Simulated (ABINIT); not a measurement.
A run of ABINIT 10.8.3 (patched build) is set up as follows.

run.abi

```
# Datasets: one volume each
ndtset 7
getwfk -1
scalecart1 3*0.9795861087
scalecart2 3*0.9864848297
scalecart3 3*0.9932883884
scalecart4 3*1.0000000000
scalecart5 3*1.0066227096
scalecart6 3*1.0131594038
scalecart7 3*1.0196128224

# Pseudopotentials
pp_dirpath "./"
pseudos "In.GGA_PBE-JTH.xml, P.GGA_PBE-JTH.xml"

# Structure
acell 3*1.0 Angstrom
rprim
     0.0000000000     2.9305000000     2.9305000000
     2.9305000000     0.0000000000     2.9305000000
     2.9305000000     2.9305000000     0.0000000000
ntypat 2
znucl 49 15
natom 2
typat 1 2
xred
     0.0000000000     0.0000000000     0.0000000000
     0.7500000000     0.7500000000     0.7500000000

# Plane-wave basis
ecut 544.227725 eV
pawecutdg 40.0

# k points
kptopt 1
ngkpt 8 8 8
nshiftk 1
shiftk 0.0 0.0 0.0

# Exchange and correlation
ixc 11
vdw_xc 6

# Bands and occupations
nband 13
occopt 3
tsmear 0.05 eV

# SCF cycle
nstep 100
tolvrs 1.0e-9

# Output
iomode 3
prtwf 1
prtden 0
prteig 0
prtebands 0
enunit 1
```

Potentials or basis: JTH PAW PBE v2.0.

Run with:

```sh
$ abinit run.abi > log 2>&1
```

**Question.** What does it give for the pressure derivative of the bulk modulus?

**Answer.** 4.7 (rough: it moves with the points fitted).

**Question.** Estimate the bulk modulus.

**Answer.** 62 GPa.

**Question.** Predict the equilibrium volume.

**Answer.** 25.94 Å³/atom.

Energy against volume, from the lowest point:
| volume (Å³/atom) | energy (meV/atom) |
| --- | --- |
| 23.657 | 45.59 |
| 24.160 | 26.39 |
| 24.663 | 12.88 |
| 25.167 | 4.35 |
| 25.670 | 0.08 |
| 26.173 | 0.00 |
| 26.677 | 3.44 |

Caveat: the cutoff is too short for stress, so the log's stress isn't used; pressures at fixed basis lie under the slope of the energies.

**Measured values to compare with.**

From a printed reference work, data compilation, for a bulk crystal of InP: bulk modulus 71 GPa.

Measured bulk modulus of InP: 71 GPa (a printed reference work, data compilation). This calculation gives 62 GPa (-13.2 %). The fit is for a static lattice scaled at fixed shape and fixed fractional positions.
